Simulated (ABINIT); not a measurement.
Set up this calculation in ABINIT 10.8.3 (patched build), as the native input.

| Item | Value |
| --- | --- |
| Task | equation of state |
| Functional | PBE |
| Potentials or basis | JTH PAW PBE v2.0 |
| Cutoff | 408 eV |
| k mesh | 10 × 10 × 10 |
| Occupations | fermi-dirac, width 0.05 eV |
| Spin | no spin polarisation |
| Fine-grid cutoff | 816.342 eV |
| Exchange and correlation inside the PAW spheres | full angular mesh (pawxcdev 0, this build's default; the released program takes 1) |

Crystal: Sc.

```
CELL_PARAMETERS angstrom
0.00000 2.26000 2.26000
2.26000 0.00000 2.26000
2.26000 2.26000 0.00000
ATOMIC_POSITIONS crystal
Sc 0.00000 0.00000 0.00000
```

This isn't the form of Sc at room conditions, which is hcp.

One way to write it, as run:

run.abi

```
# Datasets: one volume each
ndtset 7
getwfk -1
scalecart1 3*0.9795861087
scalecart2 3*0.9864848297
scalecart3 3*0.9932883884
scalecart4 3*1.0000000000
scalecart5 3*1.0066227096
scalecart6 3*1.0131594038
scalecart7 3*1.0196128224

# Pseudopotentials
pp_dirpath "./"
pseudos "Sc.GGA_PBE-JTH.xml"

# Structure
acell 3.196122651 3.196122651 3.196122651 Angstrom
rprim
     0.0000000000     0.7071067812     0.7071067812
     0.7071067812     0.0000000000     0.7071067812
     0.7071067812     0.7071067812     0.0000000000
ntypat 1
znucl 21
natom 1
typat 1
xred
     0.0000000000     0.0000000000     0.0000000000

# Plane-wave basis
ecut 15.0
pawecutdg 30.0

# k points
kptopt 1
ngkpt 10 10 10
nshiftk 1
shiftk 0.0 0.0 0.0

# Exchange and correlation
ixc 11

# Bands and occupations
nband 10
occopt 3
tsmear 0.00183747

# SCF cycle
nstep 100
tolvrs 1.0e-9

# Output
iomode 3
prtwf 1
prtden 0
prteig 0
prtebands 0
enunit 1
```

Potentials or basis: JTH PAW PBE v2.0.

Launch:

```console
$ abinit run.abi > log 2>&1
```

Results of the run:

```yaml
Equilibrium_volume: "24.65 Å³/atom (rough: see the caveat)"
Bulk_modulus: 52 GPa (rough)
```

Caveat: pressures at fixed basis lie under the slope of the energies; the minimum lies outside the volumes run.

Wall time 44 s on 1 thread of Arm Neoverse V1 (shared host), peak memory 0.12 GiB.
